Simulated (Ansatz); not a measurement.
KI: two-dimensional strain map

Computed with DFT r2SCAN, scalar-relativistic, plane waves, PAW in Ansatz 0.2.0. The runs took a 500 eV cutoff, a Γ-centred 6×6×6 mesh and Gaussian smearing (0.05 eV). No spin polarisation. Energies are free energies at this smearing, counted from the undisturbed cell; pressure is positive in compression.

Reference structure (as given, not relaxed at this level; it stands at 0.2 GPa):

```yaml
crystal:
  lattice:
    - [0.00000, 3.52455, 3.52455]
    - [3.52455, 0.00000, 3.52455]
    - [3.52455, 3.52455, 0.00000]
  atoms:
    - { symbol: K, position: [0.00000, 0.00000, 0.00000] }
    - { symbol: I, position: [0.50000, 0.50000, 0.50000] }
```

The cell is strained by p along both x and y and by q along z, fractional coordinates fixed. Points are written (p, q).

Energy above the undisturbed cell in meV/atom (a dash: not computed):

```
 p \ q  -0.080  -0.040  0.000  0.040  0.080
-0.080   161.8   119.4  102.3  100.4  107.1
-0.040    78.4    38.7      ?   25.0   34.1
 0.000    48.0       ?    0.0    3.5      ?
 0.040    50.1    16.7    8.4   14.8   29.4
 0.080    71.1       ?   35.8   45.3   62.8
```

(1) Fill in the withheld energies.

Answers

(1) (-0.040, 0.000): 24.4; (0.000, -0.040): 11.4; (0.000, 0.080): 15.2; (0.080, -0.040): 40.9.